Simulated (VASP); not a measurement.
Write the native input for VASP 6.6.1 that does the following.

* Task: single point
* Functional: LDA
* Potentials or basis: VASP PAW LDA potentials, release 64 (Sb)
* Cutoff: 520 eV
* k mesh: 12 × 12 × 12
* Occupations: fermi-dirac, width 0.1 eV
* Spin: no spin polarisation
* Dipole correction: no
* Further INCAR settings: ALGO = Normal; EDIFF = 1e-07; NBANDS = 8

The structure of Sb lies in POSCAR:

```
Sb
1.0
    3.0386054025      0.0000000000      0.0000000000
    0.0000000000      3.0386054025      0.0000000000
    0.0000000000      0.0000000000      3.0386054025
Sb
1
Direct
    0.0000000000      0.0000000000      0.0000000000
```

This isn't the form of Sb at room conditions, which is rhombohedral.

The input as run:

INCAR

```
SYSTEM = Sb
  PREC = Accurate
  ENCUT = 520
  EDIFF = 1E-7
  ISMEAR = -1
  SIGMA = 0.1
  LREAL = .FALSE.
  LASPH = .TRUE.
  NELM = 80
  ALGO = Normal
  ISIF = 2
  LWAVE = .FALSE.
  LCHARG = .FALSE.
  GGA = CA
  NBANDS = 8
```

KPOINTS

```
regular mesh
0
G
  12 12 12
  0 0 0
```

Potentials or basis: VASP PAW LDA potentials, release 64 (Sb).

Command:

```console
$ cat potpaw_LDA.64/Sb/POTCAR > POTCAR
$ mpirun -np 1 vasp_std > vasp.out
```

It gave:

```
Pressure               : 0.5 GPa
Band gap on the k mesh : none (metal or under the smearing width)
```

Run time: 5.3 s on 1 thread of Intel(R) Xeon(R) Platinum 8559C (Emerald Rapids) (shared host), peak memory 0.13 GiB.
